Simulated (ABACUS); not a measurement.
Crystal: Ag.

```
Ag
1.0
    -1.61038    1.65353    1.61816
     1.65931   -1.66055    1.67410
     1.63933    1.68950   -1.62517
Ag
1
Direct
  0.00000 0.00000 0.00000
```

This isn't the form of Ag at room conditions, which is fcc.

- Program: ABACUS 3.10.1
- Task: relaxation of cell and atoms
- Functional: PBE
- Potentials or basis: PseudoDojo NC SR 0.4.1 PBE standard
- Cutoff: 1361 eV
- Density cutoff: 5442 eV
- Basis: DZP LCAO (the cutoffs set its grid)
- k mesh: 8 × 8 × 8
- Occupations: fermi-dirac, width 0.05 eV
- Spin: no spin polarisation

At the start: pressure -0.0 GPa; volume 18.15 Å³/atom.

Q: Where does the relaxation end?

A: Over 57 steps the energy falls by 47.8 meV/atom and the volume is 18.06 Å³/atom (-0.5 %); space group Fm-3m (No. 225, to 0.05 Å).

Step by step:
```csv
step,energy change (eV),largest force (eV/Å),pressure (GPa),volume (Å³)
1,0.0000,0.0000,-0.01,18.15
3,-0.0016,0.0000,0.12,18.14
5,-0.0038,0.0000,-0.15,18.22
7,-0.0074,0.0000,0.21,18.15
9,-0.0126,0.0000,-0.18,18.22
11,-0.0193,0.0000,-0.11,18.18
13,-0.0281,0.0000,0.05,18.12
15,-0.0358,0.0000,-0.25,18.15
17,-0.0400,0.0000,1.28,17.83
19,-0.0420,0.0000,-0.25,18.12
21,-0.0422,0.0000,0.22,18.02
23,-0.0425,0.0000,0.21,18.02
25,-0.0427,0.0000,-0.12,18.08
27,-0.0432,0.0000,0.04,18.04
29,-0.0434,0.0000,-0.22,18.09
31,-0.0435,0.0000,0.12,18.02
33,-0.0436,0.0000,0.14,18.02
35,-0.0438,0.0000,-0.30,18.11
37,-0.0439,0.0000,-0.40,18.13
39,-0.0441,0.0000,0.05,18.04
41,-0.0444,0.0000,0.07,18.04
43,-0.0449,0.0000,-0.07,18.06
45,-0.0454,0.0000,0.03,18.05
47,-0.0463,0.0000,-0.01,18.05
49,-0.0471,0.0000,0.04,18.05
51,-0.0475,0.0000,-0.14,18.09
53,-0.0476,0.0000,0.16,18.03
55,-0.0478,0.0000,-0.06,18.08
57,-0.0478,0.0000,0.01,18.06
```

Final structure:
```cif
data_structure
_symmetry_space_group_name_H-M 'P 1'
_symmetry_Int_Tables_number 1
_cell_length_a 2.9436
_cell_length_b 2.9436
_cell_length_c 2.9436
_cell_angle_alpha 119.898
_cell_angle_beta 90.176
_cell_angle_gamma 119.898
_cell_volume 18.06
loop_
_atom_site_label
_atom_site_type_symbol
_atom_site_fract_x
_atom_site_fract_y
_atom_site_fract_z
_atom_site_occupancy
Ag1 Ag 0.00000 0.00000 0.00000 1
```

Caveat: the atomic orbitals were generated for these runs and aren't a published set; the basis of atomic orbitals isn't converged, which shifts pressures, moduli and gaps.
